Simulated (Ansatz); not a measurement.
GaCuSe2:

```
Se Ga Cu
1.0
    -2.80955    2.80955    5.51300
     2.80955   -2.80955    5.51300
     2.80955    2.80955   -5.51300
Se Ga Cu
4 2 2
Direct
  0.12562 0.62500 0.00062
  0.87500 0.87438 0.49938
  0.62438 0.12500 0.99938
  0.37500 0.37562 0.50062
  0.25000 0.75000 0.50000
  0.50000 0.50000 0.00000
  0.75000 0.25000 0.50000
  0.00000 0.00000 0.00000
```

- Program: Ansatz 0.2.0
- Task: single point
- Functional: PBEsol
- Potentials or basis: Ansatz PAW
- Cutoff: 420 eV (not typed: the program's choice for these potentials)
- k mesh: 7 × 7 × 7
- Occupations: fermi-dirac, width 0.05 eV
- Spin: no spin polarisation

On this cell: pressure -0.7 GPa; largest force 0.433 eV/Å; band gap on the k mesh 0.16 eV, direct.

The same run follows on a disturbed copy (atoms moved at random, drawn with an rms of 0.05 Å):

```
CELL_PARAMETERS angstrom
-2.80955 2.80955 5.51300
2.80955 -2.80955 5.51300
2.80955 2.80955 -5.51300
ATOMIC_POSITIONS crystal
Se 0.12290 0.62104 0.00038
Se 0.86700 0.87066 0.49951
Se 0.62315 0.12894 0.00622
Se 0.37806 0.36902 0.49909
Ga 0.24301 0.74760 0.49750
Ga 0.51000 0.49658 0.01371
Cu 0.75250 0.25277 0.50213
Cu 0.99603 0.00613 0.00368
```

What does the disturbed cell give?

The energy moves by +6.4 meV/atom; pressure -0.6 GPa; largest force 0.894 eV/Å; band gap on the k mesh 0.15 eV, direct.

Forces in eV/Å, atoms in the order of the input:
```
Se   0.046 -0.313  0.266
Se   0.593  0.242  0.449
Se  -0.543  0.547 -0.351
Se   0.061  0.023 -0.154
Ga  -0.035  0.199 -0.081
Ga  -0.038 -0.883  0.134
Cu  -0.027  0.060 -0.163
Cu  -0.057  0.124 -0.100
```

Stress tensor (GPa, compression positive):
```
-0.68  0.17  0.48
 0.17 -0.69  0.16
 0.48  0.16 -0.34
```

Caveats: odd divisions of the mesh miss points on the zone boundary, where band edges often lie, so the gap on the mesh can be too wide; the PAW data sets come from PBE, with cores solved anew for the run's functional, which leaves a small shift of forces and pressure.

